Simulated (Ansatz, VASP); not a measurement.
# ZnS: VASP beside Ansatz

```
CELL_PARAMETERS angstrom
0.00000 2.75770 2.75770
2.75770 0.00000 2.75770
2.75770 2.75770 0.00000
ATOMIC_POSITIONS crystal
Zn 0.00000 0.00000 0.00000
S 0.75000 0.75000 0.75000
```

Change from the starting cell: volume scaled by 1.06, crystal datasets.

Alike in both runs: task electric field gradients; functional PBE; k mesh 8 × 8 × 8; occupations fermi-dirac, width 0.01 eV; no spin polarisation.

|  | VASP | Ansatz |
| --- | --- | --- |
| version | VASP 6.6.1 | Ansatz 0.2.0 |
| potentials or method | VASP PAW PBE potentials, release 64 (Zn, S), cutoff 520 eV | all-electron PAW with datasets made for the crystal, scalar-relativistic |

Ansatz gave:

```
gap on the k mesh at the Fermi level (eV)                      : 1.85
pressure (GPa)                                                 : -2.5
Vzz of the field gradient on the site that differs most (V/Å²) : 0.0
```

Task: Which values does VASP return?

Result: gap on the k mesh at the Fermi level (eV): 1.85; pressure (GPa): -2.4; Vzz of the field gradient on the site that differs most (V/Å²): 0.0.

Ansatz ran all-electron here, so the differences hold the error of VASP's frozen core and of both bases.
